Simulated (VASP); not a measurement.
Crystal: BaTiO3.

```
Ba Ti O
1.0
     2.82737    1.63238    2.31839
    -2.82737    1.63238    2.31839
     0.00000   -3.26476    2.31839
Ba Ti O
1 1 3
Direct
  0.00000 0.00000 0.00000
  0.48450 0.48450 0.48450
  0.50860 0.01750 0.50860
  0.01750 0.50860 0.50860
  0.50860 0.50860 0.01750
```

| Quantity | Value |
| --- | --- |
| Program | VASP 6.6.1 |
| Task | relaxation of cell and atoms |
| Functional | LDA |
| Potentials or basis | VASP PAW LDA potentials, release 64 (Ba_sv, Ti_sv, O) |
| Cutoff | 600 eV |
| k mesh | 6 × 6 × 6 |
| Occupations | gaussian, width 0.02 eV |
| Spin | no spin polarisation |

At the start: pressure -4.1 GPa; volume 12.84 Å³/atom.

Question: How do energy, volume and symmetry change on relaxing?

Answer: Over 10 steps the energy falls by 6.1 meV/atom and the volume is 12.43 Å³/atom (-3.2 %); space group R3m (No. 160, to 0.05 Å).

Step by step:
| step | energy change (eV) | largest force (eV/Å) | pressure (GPa) | volume (Å³) |
| --- | --- | --- | --- | --- |
| 1 | 0.0000 | 0.1430 | -4.06 | 64.20 |
| 2 | -0.0015 | 0.5365 | 4.61 | 61.22 |
| 3 | -0.0205 | 0.3212 | 0.16 | 62.66 |
| 4 | -0.0278 | 0.1670 | 0.13 | 62.37 |
| 5 | -0.0293 | 0.0773 | 0.22 | 62.16 |
| 6 | -0.0299 | 0.0379 | -0.31 | 62.31 |
| 7 | -0.0299 | 0.0369 | -0.38 | 62.33 |
| 8 | -0.0303 | 0.0272 | -0.10 | 62.22 |
| 9 | -0.0303 | 0.0262 | 0.03 | 62.17 |
| 10 | -0.0305 | 0.0189 | 0.02 | 62.15 |

Final structure:
```cif
data_structure
_symmetry_space_group_name_H-M 'P 1'
_symmetry_Int_Tables_number 1
_cell_length_a 3.9611
_cell_length_b 3.9611
_cell_length_c 3.9611
_cell_angle_alpha 89.917
_cell_angle_beta 89.917
_cell_angle_gamma 89.917
_cell_volume 62.15
loop_
_atom_site_label
_atom_site_type_symbol
_atom_site_fract_x
_atom_site_fract_y
_atom_site_fract_z
_atom_site_occupancy
Ba1 Ba 0.99922 0.99922 0.99922 1
Ti1 Ti 0.49012 0.49012 0.49012 1
O1 O 0.50828 0.01330 0.50828 1
O2 O 0.01330 0.50828 0.50828 1
O3 O 0.50828 0.50828 0.01330 1
```
